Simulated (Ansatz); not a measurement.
## Co under changes of volume

One of the cells (10.640 Å³/atom); the others are scaled copies at fixed shape and fractional positions:

```xyz
2
Lattice="2.4720 0.0000 0.0000 -1.2360 2.1408 0.0000 0.0000 0.0000 4.0211" Properties=species:S:1:pos:R:3 pbc="T T T"
Co    1.2360    0.7136    3.0159
Co    0.0000    1.4272    1.0053
```

* Program: Ansatz 0.2.0
* Functional: LDA
* Potentials or basis: Ansatz PAW
* Cutoff: 420 eV (not typed: the program's choice for these potentials)
* k mesh: 12 × 12 × 7
* Occupations: fermi-dirac, width 0.05 eV
* Spin: collinear spin, ferromagnetic start
* Starting moments: [2.0, 2.0] μB

```csv
volume (Å³/atom),energy over the lowest point (meV/atom),pressure (GPa),moment (μB per cell)
10.002,0.00,-0.2,2.98
10.215,4.24,-5.7,3.01
10.427,15.46,-10.5,3.04
10.640,32.48,-14.6,3.09
10.853,54.40,-18.2,3.15
11.066,80.70,-21.3,3.20
11.279,?,?,?
```

Task: What does the run at 11.279 Å³/atom give?

Result: Energy over the lowest point 110.98 meV/atom; pressure -24.2 GPa; moment 3.24 μB per cell.

Worked out: A Birch-Murnaghan fit of order 3 (a polynomial in V^(-2/3)) to the other rows has its minimum at 9.99 Å³/atom, just outside them, with B0 = V·E''(V) = 286 GPa and B' = 6.3 at fixed shape and positions, which overstates the stiffness. It gives 110.45 meV/atom at 11.279 Å³/atom, against the run's 110.98, and -dE/dV = -23.6 GPa, against -24.2. A parabola through the other rows of the moment, of slope 0.34 μB per Å³/atom there, extrapolates to 3.27 μB, against the run's 3.24.

Energies are extrapolated to zero smearing.

Caveats: the PAW data sets come from PBE, with cores solved anew for the run's functional, which leaves a small shift of forces and pressure.
